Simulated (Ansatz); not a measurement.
P:

```
P
1.0
     1.64774   -5.46504    0.00000
     1.64774    5.46504    0.00000
     0.00000    0.00000    4.54364
P
4
Cartesian
  1.6477 -4.4173 2.6754
  1.6477 4.4173 1.8683
  1.6477 -1.0477 0.4035
  1.6477 1.0477 4.1401
```

| Item | Value |
| --- | --- |
| Program | Ansatz 0.2.0 |
| Task | relaxation of cell and atoms |
| Functional | PBE0 |
| Potentials or basis | Ansatz PAW |
| Cutoff | 420 eV (not typed: the program's choice for these potentials) |
| k mesh | 4 × 4 × 3 |
| Occupations | fermi-dirac, width 0.05 eV |
| Spin | no spin polarisation |

At the start: volume 20.46 Å³/atom.

How do energy, volume and symmetry change on relaxing?

It ends after 6 steps and the volume is 20.54 Å³/atom (+0.4 %); space group Cmce (No. 64, to 0.05 Å).

The path:
| step | energy change (eV) | largest force (eV/Å) | volume (Å³) |
| --- | --- | --- | --- |
| 1 | 0.0000 | 0.1717 | 81.83 |
| 2 | -0.0057 | 0.1589 | 82.42 |
| 3 | -0.0080 | 0.0388 | 82.24 |
| 4 | -0.0082 | 0.0105 | 82.22 |
| 5 | -0.0082 | 0.0005 | 82.15 |
| 6 | -0.0083 | 0.0005 | 82.15 |

Final structure:
```
P
1.0
     1.65990   -5.52991    0.00000
     1.65990    5.52991    0.00000
     0.00000    0.00000    4.47493
P
4
Direct
  0.90563 0.09437 0.58665
  0.09437 0.90563 0.41335
  0.59437 0.40563 0.08665
  0.40563 0.59437 0.91335
```

Caveat: the k mesh is coarse (spacing up to 0.50 Å⁻¹), so the values aren't converged, least of all with exact exchange; the plane-wave basis is chosen anew once the cell has moved, so the energies of steps on either side of that aren't comparable; the PAW data sets come from PBE, with cores solved anew for the run's functional, which leaves a small shift of forces and pressure.
